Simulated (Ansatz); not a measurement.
Rows from a G0W0 calculation on GaN (F-43m) (Ansatz 0.2.0; G0W0 on PBE, plane waves, PAW; PAW set soft_1; 6×6×6 mesh, 51 empty bands, screening to 300 eV, PAW set soft_1 files), in eV. Spin-orbit coupling is left out.

```csv
row,k,band,start,Σx,Σc at the solution,Vxc
A,Γ,c2,19.957,-7.874,-5.213,-13.906
B,Γ,v1,9.643,-23.899,3.198,-20.267
C,Γ,c1,11.360,-11.477,-3.603,-15.713
```

Q: Work out each quasiparticle level and how far it moved.

The quasiparticle equation reads E = start + Σx + Σc(E) − Vxc.

```csv
row,E (eV),shift (eV)
A,20.777,+0.819
B,9.210,−0.433
C,11.993,+0.633
```

Limits: not at the basis limit; no spin-orbit coupling.

[Paths, hosts, dates, memory and timing lines, banners, echoed tables and standing remarks are left out of the program output.]

[Logs are printed without paths, hosts, clocks, repeated set-up lines and the standing remarks that a program may print on its own settings, such as how far it seeks lower states.]

[Runs of the session that timed out or met a known fault of the program may be left out.]

[Cells called generated may have been cut or substituted from an entry of the Crystallography Open Database or the Materials Project.]

[Hosts, paths, dates, database ids (printed as entryN), source tags and the programs' standing remarks are cut or masked in the printed files.]
